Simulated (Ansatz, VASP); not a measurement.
**One calculation of Re, two programs**

INCAR

```
PREC = Accurate ; ENCUT = 520
EDIFF = 1E-7 ; ISMEAR = -1
SIGMA = 0.05 ; LREAL = F
LASPH = T ; NELM = 100
ALGO = Normal ; ISIF = 2
LWAVE = F ; LCHARG = F
GGA = PE ; NBANDS = 10
```

The input KPOINTS:

```
regular mesh
0
Gamma
  12 12 12
```

The input POSCAR:

```
Re
1.0
    0.0000000000      1.9483075387      1.9483075387
    1.9483075387      0.0000000000      1.9483075387
    1.9483075387      1.9483075387      0.0000000000
Re
1
Direct
    0.0000000000      0.0000000000      0.0000000000
```

File input.yaml:

```yaml
crystal:
  lattice:
    - [0.0, 1.9483075387, 1.9483075387]
    - [1.9483075387, 0.0, 1.9483075387]
    - [1.9483075387, 1.9483075387, 0.0]
  atoms:
    - { symbol: Re, position: [0.0, 0.0, 0.0] }
hamiltonian:
  xc: pbe
  pseudopotentials: { kind: paw }
kpoints:
  mp_grid: { grid: [12, 12, 12] }
scf:
  occupations: { method: fermi_dirac, width: 0.05 }
output:
  forces: true
  stress: true
  eigenvalues: true
  write_density: true
  write_potential: true
  elf: true
  volumetric_format: npy
```

Change from the starting cell: volume scaled by 0.96.

Alike in both runs: task single point; functional PBE; k mesh 12 × 12 × 12; occupations fermi-dirac, width 0.05 eV; no spin polarisation.

|  | VASP | Ansatz |
| --- | --- | --- |
| version | VASP 6.6.1 | Ansatz 0.2.0 |
| potentials or method | VASP PAW PBE potentials, release 64 (Re) | Ansatz PAW |
| plane-wave cutoff (eV) | 520 | 420 |
| valence electrons in the cell | 7 | 15 |

VASP gave:

- gap on the k mesh at the Fermi level (eV): none
- pressure (GPa): 4.9

**Question.** Estimate Ansatz's values.

**Answer.** gap on the k mesh at the Fermi level (eV): none; pressure (GPa): 5.4.

A gap of «none» marks a metal or a gap that the smearing closes. With one functional, cell and mesh, what is left measures potentials, basis and numerics. The two sets of potentials don't hold the same shells in valence.

Spin-orbit coupling is left out, which matters for the levels of Re.
